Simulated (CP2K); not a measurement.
# Hf (Fm-3m) in CP2K: notebook, part 2 of 2

CP2K 2026.2. Earlier steps stand in the parts before.

**3. Single point, r2SCAN, 21.88 Å³/atom**

File hf_eos.inp:

```
&GLOBAL
  PROJECT hf_eos
  RUN_TYPE ENERGY_FORCE
  PRINT_LEVEL LOW
&END GLOBAL
&FORCE_EVAL
  METHOD QS
  STRESS_TENSOR ANALYTICAL
  &DFT
    BASIS_SET_FILE_NAME BASIS_MOLOPT_UZH
    POTENTIAL_FILE_NAME POTENTIAL_UZH
    &MGRID
      CUTOFF 675
      REL_CUTOFF 60
      NGRIDS 4
    &END MGRID
    &QS
      METHOD GPW
      EPS_DEFAULT 1.0E-10
    &END QS
    &KPOINTS
      SCHEME MONKHORST-PACK 10 10 10
      GAMMA_CENTERED T
      SYMMETRY T
      SYMMETRY_BACKEND SPGLIB
    &END KPOINTS
    &SCF
      SCF_GUESS ATOMIC
      EPS_SCF 1.0E-6
      MAX_SCF 100
      ADDED_MOS 11
      CHOLESKY OFF
      EPS_EIGVAL 1.0E-7
      &DIAGONALIZATION ON
        ALGORITHM STANDARD
      &END DIAGONALIZATION
      &MIXING ON
        METHOD BROYDEN_MIXING
        ALPHA 0.4
        BETA 1.5
        NBUFFER 8
      &END MIXING
      &SMEAR ON
        METHOD FERMI_DIRAC
        ELECTRONIC_TEMPERATURE 300.56
      &END SMEAR
    &END SCF
    &XC
      &XC_FUNCTIONAL
        &MGGA_X_R2SCAN
        &END MGGA_X_R2SCAN
        &MGGA_C_R2SCAN
        &END MGGA_C_R2SCAN
      &END XC_FUNCTIONAL
    &END XC
    &PRINT
      &KPOINTS ON
      &END KPOINTS
      &MULLIKEN ON
      &END MULLIKEN
      &MO ON
        ENERGIES T
        OCCUPATION_NUMBERS T
        &EACH
          QS_SCF 0
        &END EACH
        ADD_LAST NUMERIC
      &END MO
    &END PRINT
  &END DFT
  &SUBSYS
    &CELL
      ABC 3.1395541085 3.1395541085 3.1395541084
      ALPHA_BETA_GAMMA 60.0000000008 60.0000000004 60.0000000006
      PERIODIC XYZ
    &END CELL
    &COORD
      SCALED
      Hf  0.0000000000 0.0000000000 0.0000000000
    &END COORD
    &KIND Hf
      BASIS_SET TZVP-MOLOPT-SCAN-GTH-q12
      POTENTIAL GTH-SCAN-q12
    &END KIND
    &PRINT
      &ATOMIC_COORDINATES ON
      &END ATOMIC_COORDINATES
      &CELL ON
      &END CELL
    &END PRINT
  &END SUBSYS
  &PRINT
    &FORCES ON
    &END FORCES
    &STRESS_TENSOR ON
    &END STRESS_TENSOR
  &END PRINT
&END FORCE_EVAL
```

Potentials or basis: POTENTIAL_UZH Hf GTH-SCAN-q12; TZVP-MOLOPT-SCAN-GTH basis.

Run with:

```
OMP_NUM_THREADS=1 cp2k.psmp -i hf_eos.inp -o hf_eos.out
```

It took 2.9 min on 1 thread of Arm Neoverse N1, shared host; peak memory 0.32 GiB.

Results (log left out):

```
Free energy            : -1346.5517 eV
Pressure               : -1.3 GPa
Band gap on the k mesh : none (metal or under the smearing width)
```

Caveat: the basis of atomic orbitals isn't converged, which shifts pressures, moduli and gaps.

**4. Single point, r2SCAN, 21.44 Å³/atom (volume scaled by 0.98)**

Edit hf_eos.inp of step 3 so:

```diff
@@ -11,2 +11,3 @@
     POTENTIAL_FILE_NAME POTENTIAL_UZH
+    WFN_RESTART_FILE_NAME previous-RESTART.kp
     &MGRID
@@ -27,3 +28,3 @@
     &SCF
-      SCF_GUESS ATOMIC
+      SCF_GUESS RESTART
       EPS_SCF 1.0E-6
@@ -72,4 +73,4 @@
     &CELL
-      ABC 3.1395541085 3.1395541085 3.1395541084
-      ALPHA_BETA_GAMMA 60.0000000008 60.0000000004 60.0000000006
+      ABC 3.1184826407 3.1184826407 3.1184826407
+      ALPHA_BETA_GAMMA 60.0000000009 60.0000000006 60.0000000007
       PERIODIC XYZ
```

Run with:

```
OMP_NUM_THREADS=1 cp2k.psmp -i hf_eos.inp -o hf_eos.out
```

Wall time 2.4 min (1 thread of Arm Neoverse N1, shared host); peak memory 0.32 GiB.

It converged, with:

```yaml
Free_energy: -1346.5524 eV
Pressure: 0.8 GPa
Band_gap_on_the_k_mesh: none (metal or under the smearing width)
```

Caveat: the basis of atomic orbitals isn't converged, which shifts pressures, moduli and gaps.

**5. Single point, r2SCAN, 22.32 Å³/atom (volume scaled by 1.02)**

Edit hf_eos.inp of step 4 so:

```diff
@@ -73,4 +73,4 @@
     &CELL
-      ABC 3.1184826407 3.1184826407 3.1184826407
-      ALPHA_BETA_GAMMA 60.0000000009 60.0000000006 60.0000000007
+      ABC 3.1603464635 3.1603464634 3.1603464635
+      ALPHA_BETA_GAMMA 60.0000000007 60.0000000008 60.0000000003
       PERIODIC XYZ
```

Run with:

```
OMP_NUM_THREADS=1 cp2k.psmp -i hf_eos.inp -o hf_eos.out
```

Wall time 2.8 min (1 thread of Arm Neoverse N1, shared host); peak memory 0.32 GiB.

It converged, with:

```yaml
Free_energy: -1346.5455 eV
Pressure: -3.2 GPa
Band_gap_on_the_k_mesh: none (metal or under the smearing width)
```

Caveat: the basis of atomic orbitals isn't converged, which shifts pressures, moduli and gaps.

**6. Single point, r2SCAN, 21.01 Å³/atom (volume scaled by 0.96)**

Edit hf_eos.inp of step 5 so:

```diff
@@ -73,4 +73,4 @@
     &CELL
-      ABC 3.1603464635 3.1603464634 3.1603464635
-      ALPHA_BETA_GAMMA 60.0000000007 60.0000000008 60.0000000003
+      ABC 3.0971225002 3.0971225001 3.0971225001
+      ALPHA_BETA_GAMMA 60.0000000008 60.0000000014 60.0000000016
       PERIODIC XYZ
```

Potentials or basis: POTENTIAL_UZH Hf GTH-SCAN-q12; TZVP-MOLOPT-SCAN-GTH basis.

Run with:

```
OMP_NUM_THREADS=1 cp2k.psmp -i hf_eos.inp -o hf_eos.out
```

Run time: 2.8 min. Hardware: 1 thread of Arm Neoverse N1, shared host; peak memory 0.32 GiB.

It converged, with:

- Free energy: -1346.5470 eV
- Pressure: 3.2 GPa
- Band gap on the k mesh: none (metal or under the smearing width)

Caveat: the basis of atomic orbitals isn't converged, which shifts pressures, moduli and gaps.

**7. Single point, r2SCAN, 22.76 Å³/atom (volume scaled by 1.04)**

Edit hf_eos.inp of step 6 so:

```diff
@@ -73,4 +73,4 @@
     &CELL
-      ABC 3.0971225002 3.0971225001 3.0971225001
-      ALPHA_BETA_GAMMA 60.0000000008 60.0000000014 60.0000000016
+      ABC 3.1808687688 3.1808687688 3.1808687688
+      ALPHA_BETA_GAMMA 60.0000000009 59.9999999998 60.0000000001
       PERIODIC XYZ
```

Run with:

```
OMP_NUM_THREADS=1 cp2k.psmp -i hf_eos.inp -o hf_eos.out
```

It took 2.7 min on 1 thread of Arm Neoverse N1, shared host; peak memory 0.32 GiB.

It converged, with:

- Free energy: -1346.5345 eV
- Pressure: -4.9 GPa
- Band gap on the k mesh: none (metal or under the smearing width)

Caveat: the basis of atomic orbitals isn't converged, which shifts pressures, moduli and gaps.

**8. Single point, r2SCAN, 20.57 Å³/atom (volume scaled by 0.94)**

Edit hf_eos.inp of step 7 so:

```diff
@@ -73,4 +73,4 @@
     &CELL
-      ABC 3.1808687688 3.1808687688 3.1808687688
-      ALPHA_BETA_GAMMA 60.0000000009 59.9999999998 60.0000000001
+      ABC 3.0754635922 3.0754635922 3.0754635922
+      ALPHA_BETA_GAMMA 60.0000000004 59.9999999999 60.0000000004
       PERIODIC XYZ
```

Run with:

```
OMP_NUM_THREADS=1 cp2k.psmp -i hf_eos.inp -o hf_eos.out
```

Wall time 2.5 min (1 thread of Arm Neoverse N1, shared host); peak memory 0.32 GiB.

Results (log left out):

- Free energy: -1346.5347 eV
- Pressure: 5.8 GPa
- Band gap on the k mesh: none (metal or under the smearing width)

Caveat: the basis of atomic orbitals isn't converged, which shifts pressures, moduli and gaps.

**9. Single point, r2SCAN, 23.20 Å³/atom (volume scaled by 1.06)**

Edit hf_eos.inp of step 8 so:

```diff
@@ -73,4 +73,4 @@
     &CELL
-      ABC 3.0754635922 3.0754635922 3.0754635922
-      ALPHA_BETA_GAMMA 60.0000000004 59.9999999999 60.0000000004
+      ABC 3.2011296257 3.2011296257 3.2011296257
+      ALPHA_BETA_GAMMA 60.0000000015 60.0000000007 60.0000000011
       PERIODIC XYZ
```

Potentials or basis: POTENTIAL_UZH Hf GTH-SCAN-q12; TZVP-MOLOPT-SCAN-GTH basis.

Run with:

```
OMP_NUM_THREADS=1 cp2k.psmp -i hf_eos.inp -o hf_eos.out
```

It took 2.7 min on 1 thread of Arm Neoverse N1, shared host; peak memory 0.31 GiB.

The run converged. Its results:

- Free energy: -1346.5191 eV
- Pressure: -6.3 GPa
- Band gap on the k mesh: none (metal or under the smearing width)

Caveat: the basis of atomic orbitals isn't converged, which shifts pressures, moduli and gaps.

**10. Equation of state, r2SCAN**

No new run: the results of the series are fitted here.

What came out:

```yaml
Equilibrium_volume: 21.61 Å³/atom
Bulk_modulus: 106 GPa
Pressure_derivative_of_the_bulk_modulus: 4.8
```

Energy against volume, from the lowest point:
```
volume (Å³/atom)  energy (meV/atom)
          20.569              17.76
          21.007               5.44
          21.444               0.00
          21.882               0.74
          22.320               6.92
          22.757              17.94
          23.195              33.27
```

Caveat: the basis of atomic orbitals isn't converged, which shifts pressures, moduli and gaps. Spin-orbit coupling is left out, which matters for the levels of Hf.
